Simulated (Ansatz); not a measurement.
**GaN from LDA upwards**

The starting cell is an entry of the Crystallography Open Database (1938):

```
CELL_PARAMETERS angstrom
3.18000 0.00000 0.00000
-1.59000 2.75396 0.00000
0.00000 0.00000 5.16600
ATOMIC_POSITIONS crystal
Ga 0.33333 0.66667 0.00000
Ga 0.66667 0.33333 0.50000
N 0.33333 0.66667 0.37500
N 0.66667 0.33333 0.87500
```

Atoms and cell were relaxed at zero pressure with plane-wave PAW DFT (Ansatz 0.2.0; one set of PAW datasets, made under PBE, for all functionals; 420 eV, r2SCAN 500 eV; 12×12×6 Γ-centred mesh, fermi-dirac occupations of width 0.020 eV; no spin polarisation, no spin-orbit coupling, no dispersion correction), keeping the symmetry (P6_3mc, No. 186).

Problem. What cells and energies do LDA, PBEsol, PBE, r2SCAN give?

Solution. The relaxed conventional cells:

```json
{"functional": "LDA", "a (Å)": "3.152", "c (Å)": "5.138", "volume (Å³/atom)": "11.05", "formation energy (eV/atom)": "-0.766"}
{"functional": "PBEsol", "a (Å)": "3.183", "c (Å)": "5.185", "volume (Å³/atom)": "11.37", "formation energy (eV/atom)": "-0.584"}
{"functional": "PBE", "a (Å)": "3.219", "c (Å)": "5.243", "volume (Å³/atom)": "11.76", "formation energy (eV/atom)": "-0.441"}
{"functional": "r2SCAN", "a (Å)": "3.183", "c (Å)": "5.184", "volume (Å³/atom)": "11.37", "formation energy (eV/atom)": "-0.652"}
{"functional": "the entry", "a (Å)": "3.180", "c (Å)": "5.166", "volume (Å³/atom)": "11.31", "formation energy (eV/atom)": "–"}
```

LDA gives the smallest volume and PBE the largest, 6.4 % more, the usual order, since LDA overbinds and PBE's gradient terms loosen the lattice. Against the entry's volume: LDA -2.3 %, PBEsol +0.5 %, PBE +4.0 %, r2SCAN +0.6 %. No verdict is drawn from this: the entry is old or was flagged in a check, so the entry may be off as well as the functionals. The formation energies span 0.32 eV an atom, lowest under LDA.

Caveats: each relaxation keeps the start's symmetry, so a distorted cell may lie lower; computed cells are at 0 K with fixed nuclei, while the entry holds thermal expansion, often some tenths of a per cent in volume and more in soft crystals; an old entry, and the compound itself may be in doubt; formation energies are at zero smearing against the elements' usual phases under the same functional, gases as free molecules, uncorrected.
